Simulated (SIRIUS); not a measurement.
# MnO under changes of volume

One of the cells (10.999 Å³/atom); the others are scaled copies at fixed shape and fractional positions:

```
Mn O
1.0
     0.00000    2.22391    2.22391
     2.22391    0.00000    2.22391
     2.22391    2.22391    0.00000
Mn O
1 1
Cartesian
  0.0000 0.0000 0.0000
  2.2239 2.2239 2.2239
```

The cell is a database's computed one.

```yaml
Program: SIRIUS 7.12.0
Functional: PBEsol
Potentials_or_basis: all-electron FP-LAPW
Cutoff: 276 eV
Basis: apw+lo standard
k_mesh: 10 × 10 × 10
Occupations: fermi-dirac, width 0.05 eV
Spin: collinear spin, ferromagnetic start
Starting_moments: "[4.0, 0.0] μB"
```

```tsv
volume (Å³/atom)	energy over the lowest point (meV/atom)	moment (μB per cell)
10.339	0.00	4.52
10.559	5.09	4.60
10.779	?	?
10.999	21.85	4.76
11.219	32.93	4.80
11.439	47.31	4.82
11.659	64.12	4.86
```

Problem. What does the run at 10.779 Å³/atom give?

Solution. Energy over the lowest point 12.69 meV/atom; moment 4.67 μB per cell.

Worked out: A Birch-Murnaghan fit of order 3 (a polynomial in V^(-2/3)) to the other rows has no minimum within the range. It gives 12.34 meV/atom at 10.779 Å³/atom, against the run's 12.69. A parabola through the other rows of the moment, of slope 0.32 μB per Å³/atom there, gives 4.69 μB, against the run's 4.67.

Energies are extrapolated to zero smearing.

Caveats: a cell with one magnetic atom can't hold antiferromagnetic order, which such compounds often take.
